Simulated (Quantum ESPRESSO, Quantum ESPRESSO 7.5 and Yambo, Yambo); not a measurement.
**BeTe (F-43m): Bethe-Salpeter spectra with Yambo**

Wanted: excitons and ε₂ of BeTe (F-43m), with cost.

Method: PBE and many-body steps on it, plane waves, in Quantum ESPRESSO 7.5 and Yambo 5.3.0.

## 1. The starting structure

Symmetry: F-43m, No. 216, cubic system. The conventional cell has a = 5.663 Å, b = 5.663 Å, c = 5.663 Å, α = 90.00°, β = 90.00°, γ = 90.00°. Nearest to Be lie 4 Te at 2.45 Å. Nearest to Te lie 4 Be at 2.45 Å. Farther neighbours and most contacts between anions are not listed.

The cell and positions are those that the Materials Project relaxed with its own functionals (PBE, PBE+U or r2SCAN), kept fixed. Spin-orbit coupling is left out unless a step names it.

## 2. Empty states on the mesh, 4×4×4 mesh, 117 bands

This step: Quantum ESPRESSO 7.5; DFT, PBE, plane waves, norm-conserving pseudopotentials.

The sums over transitions need many empty states on a uniform mesh; this step solves for them.

The input, pw.in:

```
&control
  calculation = 'nscf'
  prefix = 'x'
  outdir = 'o'
  pseudo_dir = 'pseudo'
/
&system
  ibrav = 0
  nat = 2
  ntyp = 2
  ecutwfc = 88.0
  nbnd = 117
  force_symmorphic = .true.
/
&electrons
  conv_thr = 1e-9
  electron_maxstep = 80
  diago_full_acc = .true.
  diago_thr_init = 5e-6
/
ATOMIC_SPECIES
  Be 9.012 Be.upf
  Te 127.6 Te.upf
CELL_PARAMETERS angstrom
  -0.0000000000 2.8314587876 2.8314587876
  2.8314587876 0.0000000000 2.8314587876
  2.8314587876 2.8314587876 0.0000000000
ATOMIC_POSITIONS crystal
  Be 0.0000000000 0.0000000000 0.0000000000
  Te 0.7500000000 0.7500000000 0.7500000000
K_POINTS automatic
  4 4 4 0 0 0
```

Started as:

```sh
$ OMP_NUM_THREADS=1 mpirun -n 4 pw.x -nk 4 -in pw.in > pw.out
```

Log:

```text
Program PWSCF v.7.5 starts

     This program is part of the open-source Quantum ESPRESSO suite
     for quantum simulation of materials; please cite
         "P. Giannozzi et al., J. Phys.:Condens. Matter 21 395502 (2009);
         "P. Giannozzi et al., J. Phys.:Condens. Matter 29 465901 (2017);
         "P. Giannozzi et al., J. Chem. Phys. 152 154105 (2020);
     in publications or presentations arising from this work. More details at

     Atomic positions and unit cell read from directory:
     o/x.save/

     Message from routine setup:
[...]
68.2968  68.2968  68.9724  68.9724  69.4415  70.2113  70.5064  71.4710
     [... 3 further rows ...]
    90.8928  91.5539  93.4845  93.5690  94.4187  94.4187  95.0532  95.6711
    95.6711  95.9474  95.9474  97.3662  97.3662

          k = 0.3536 0.0000 0.0000 (  4256 PWs)   bands (ev):

     [... further k-points ...]

     highest occupied, lowest unoccupied level (ev):     8.4384   10.4653

     XML data file, pseudopotentials, collected wavefunctions

=------------------------------------------------------------------------------=
   JOB DONE.
=------------------------------------------------------------------------------=
```

Run time: 9.9 s. Hardware: 4 MPI ranks of Arm Neoverse V1, shared host; peak memory 0.37 GiB; 39 s of CPU time.

Numbers from this step:

```
gap                                                           : 2.027 eV
k of the valence top                                          : 0, 0, 0
k of the conduction bottom                                    : 0, -0.5, -0.5
least direct gap                                              : 3.645 eV
k points computed                                             : 8
lowest point of the top converged band, above the valence top : 86.6703 eV
```

On this mesh the gap is 2.027 eV.

The density comes from a self-consistent run that is not shown.

## 3. Conversion and set-up

This step: Yambo 5.3.0; conversion and set-up on PBE, plane waves, norm-conserving pseudopotentials.

The states are converted to the many-body program's format and the q mesh is built.

Started as:

```sh
$ (cd o/x.save; p2y > p2y.log; mv SAVE ../..); yambo > setup.log
```

Log:

```text
 Yambo, version 5.3.0

 [02] CORE Variables Setup
 =========================

  [02.01] Unit cells
  ==================

  Cell kind             :  FCC
  Atoms in the cell     :  Be  Te
  number of Be atoms    :  1
  number of Te atoms    :  1

  List of atomic masses
  Mass of Be    :  9.012000
  Mass of Te    :  127.6000

  List of atomic coordinates    : [cc]
  Be1       :  0.000000  0.000000  0.000000  order 1
  Te1       :  8.026022  8.026022  8.026022  order 2

  Alat factors          :  5.350682  5.350682  5.350682 [a.u.]
  Direct lattice volume :  306.3778 [a.u.]
[...]
==========================================

 IBZ Q-points                                      :   8
 BZ  Q-points                                      :   64

 K/Q-points units:
 rlu = crystal or reduced units; cc = cartesian coordinates; iku = interal k-units

 Q [1]          [rlu]:  0.000000  0.000000  0.000000
 Q [2]          [rlu]:  0.54651E-16  0.26895E-16  0.25000
 Q [3]          [rlu]: -0.10930E-15 -0.53790E-16 -0.50000
[...]
Q [7]          [rlu]: -0.91171E-17 -0.50000     -0.50000
 Q [8]          [rlu]:  0.250000 -0.500000 -0.250000

  [03.01] X indexes
  =================

   [03.01.01] Sigma indexes
   ========================

 [06] Game Over & Game summary
```

The job ended after 2.7 s (1 MPI rank; peak memory 0.25 GiB).

## 4. Screening and self-energy, 4×4×4 mesh, 117 bands, screening to 163.3 eV

G0W0 replaces the xc potential by the self-energy, built once from these orbitals. Only a window of levels is corrected, while the sums run over the empty bands that the input names.

This step: G0W0 on PBE, plane waves, norm-conserving pseudopotentials.

The input, gw1.in:

```
HF_and_locXC
gw0
dyson
ppa
em1d
rim_cut
RandQpts= 1000000
RandGvec= 1 RL
EXXRLvcs= 88 Ry
VXCRLvcs= 352 Ry
Chimod= "HARTREE"
% BndsRnXp
 1 | 117 |
%
NGsBlkXp= 12 Ry
% LongDrXp
 1 | 1 | 1 |
%
% GbndRnge
 1 | 117 |
%
DysSolver= "n"
ExtendOut
PPAPntXp= 27.21138 eV
% QPkrange
 1 | 1 | 13 | 16 |
 7 | 7 | 13 | 16 |
%
```

Started as:

```sh
$ OMP_NUM_THREADS=1 mpirun -n 4 yambo -F gw1.in -J gw1 -C gw1 > gw1.log
```

Log:

```text
 Yambo, version 5.3.0

 [02] CORE Variables Setup
 =========================

  [... cell, symmetries and grids as in the set-up ...]

  [02.05] Energies & Occupations
  ==============================

  [X] === General ===
  [X] Electronic Temperature                        :  0.000000  0.000000 [eV K]
  [X] Bosonic    Temperature                        :  0.000000  0.000000 [eV K]
  [X] Finite Temperature mode                       : no
  [X] El. density                                   :  0.61673E+24 [cm-3]
[...]
QP @ state[ 1 ] b range                          :  13  16
   QP @ state[ 2 ] K range                          :   7   7
   QP @ state[ 2 ] b range                          :  13  16
   GF energies kind                                 : Perdew, Burke & Ernzerhof(X)+Perdew, Burke & Ernzerhof(C)
   GF WF`s kind                                     : Perdew, Burke & Ernzerhof(X)+Perdew, Burke & Ernzerhof(C)
   Xs energies kind                                 : Perdew, Burke & Ernzerhof(X)+Perdew, Burke & Ernzerhof(C)
   Xs WF`s kind                                     : Perdew, Burke & Ernzerhof(X)+Perdew, Burke & Ernzerhof(C)

 [11] Game Over & Game summary
```

Elapsed: 95 s, on 4 MPI ranks; peak memory 1.6 GiB; 6.3 min of CPU time.

This step gave:

- G0W0 gap on the points computed: 2.807 eV
- starting gap on the mesh: 2.027 eV
- k of the valence top: 0, 0, 0
- k of the conduction bottom: 0, -0.5, -0.5
- least direct G0W0 gap on the computed points: 4.682 eV

The gap on the mesh goes from 2.03 eV to 2.81 eV, a correction of +0.78 eV.

The gap opens by 0.780 eV; the next steps shift the empty bands rigidly by 1.038 eV, the correction at the start's least direct gap. The exciton steps add spin-orbit coupling, which this shift does not hold.

## 5. Empty states on the mesh, 4×4×4 mesh, 48 bands

This step: Quantum ESPRESSO 7.5; DFT, PBE with spin-orbit coupling, plane waves, norm-conserving pseudopotentials.

pw.in, as its differences from that of step 2:

```diff
@@ -11,4 +11,6 @@
   ecutwfc = 88.0
-  nbnd = 117
+  nbnd = 48
   force_symmorphic = .true.
+  noncolin = .true.
+  lspinorb = .true.
 /
```

Started as:

```sh
$ OMP_NUM_THREADS=1 mpirun -n 4 pw.x -nk 4 -in pw.in > pw.out
```

Log:

```text
[banner, memory and clock lines left out]
Program PWSCF v.7.5 starts

     Atomic positions and unit cell read from directory:
     o/x.save/

     Message from routine setup:
     using ibrav=0 with symmetry is DISCOURAGED, use correct ibrav instead

     G-vector sticks info

     bravais-lattice index     =            0
     lattice parameter (alat)  =       7.5670  a.u.
     unit-cell volume          =     306.3778 (a.u.)^3
     number of atoms/cell      =            2
     number of atomic types    =            2
     number of electrons       =        28.00
[...]
k = 0.1768 0.1768-0.1768 (  4272 PWs)   bands (ev):

  -150.2883-150.2883-107.1048-107.1048 -97.3969 -97.3969 -97.3968 -97.3968
[...]
k =-0.3536-0.3536 0.3536 (  4314 PWs)   bands (ev):

  -150.2883-150.2883-107.1048-107.1048 -97.3969 -97.3969 -97.3969 -97.3969
[...]
13.1009  13.1009  16.3357  16.3357  19.3738  19.3738  19.9399  19.9399
    20.1239  20.1239  20.7835  20.7835  21.8168  21.8168  21.8502  21.8502

          k = 0.3536 0.0000 0.0000 (  4256 PWs)   bands (ev):

     [... further k-points ...]

     highest occupied, lowest unoccupied level (ev):     8.7377   10.4720

     XML data file, pseudopotentials, collected wavefunctions
```

Wall time 5.5 s (4 MPI ranks); peak memory 0.38 GiB.

This step gave:

- gap: 1.734 eV
- k of the valence top: 0, 0, 0
- k of the conduction bottom: 0, -0.5, -0.5
- least direct gap: 3.320 eV
- k points computed: 8
- lowest point of the top converged band, above the valence top: 11.10 eV

On this mesh the gap is 1.734 eV.

The density comes from a self-consistent run that is not shown, made with spin-orbit coupling and fully relativistic files.

## 6. Conversion and set-up

This step: Yambo 5.3.0; conversion and set-up on PBE with spin-orbit coupling, plane waves, norm-conserving pseudopotentials.

Started as:

```sh
$ (cd o/x.save; p2y > p2y.log; mv SAVE ../..); yambo > setup.log
```

Log:

```text
 Yambo, version 5.3.0

 [02] CORE Variables Setup
 =========================

  [02.01] Unit cells
  ==================

  Cell kind             :  FCC
  Atoms in the cell     :  Be  Te
  number of Be atoms    :  1
  number of Te atoms    :  1

  List of atomic masses
  Mass of Be    :  9.012000
  Mass of Te    :  127.6000

  List of atomic coordinates    : [cc]
  Be1       :  0.000000  0.000000  0.000000  order 1
  Te1       :  8.026022  8.026022  8.026022  order 2

  Alat factors          :  5.350682  5.350682  5.350682 [a.u.]
  Direct lattice volume :  306.3778 [a.u.]
[...]
==========================================

 IBZ Q-points                                      :   8
 BZ  Q-points                                      :   64

 K/Q-points units:
 rlu = crystal or reduced units; cc = cartesian coordinates; iku = interal k-units

 Q [1]          [rlu]:  0.000000  0.000000  0.000000
 Q [2]          [rlu]:  0.54651E-16  0.26895E-16  0.25000
 Q [3]          [rlu]: -0.10930E-15 -0.53790E-16 -0.50000
[...]
Q [7]          [rlu]: -0.91171E-17 -0.50000     -0.50000
 Q [8]          [rlu]:  0.250000 -0.500000 -0.250000

  [03.01] X indexes
  =================

   [03.01.01] Sigma indexes
   ========================

 [06] Game Over & Game summary
```

Wall time 2.9 s (1 MPI rank); peak memory 0.25 GiB.

[end of part 1 of 3]

[Paths, hosts, dates, memory and timing lines, banners, echoed tables and standing remarks are left out of the program output.]

[Logs are printed without paths, hosts, clocks, repeated set-up lines and the standing remarks that a program may print on its own settings, such as how far it seeks lower states.]

[Runs of the session that timed out or met a known fault of the program may be left out.]

[Hosts, paths, dates, database ids (printed as entryN), source tags and the programs' standing remarks are cut or masked in the printed files.]
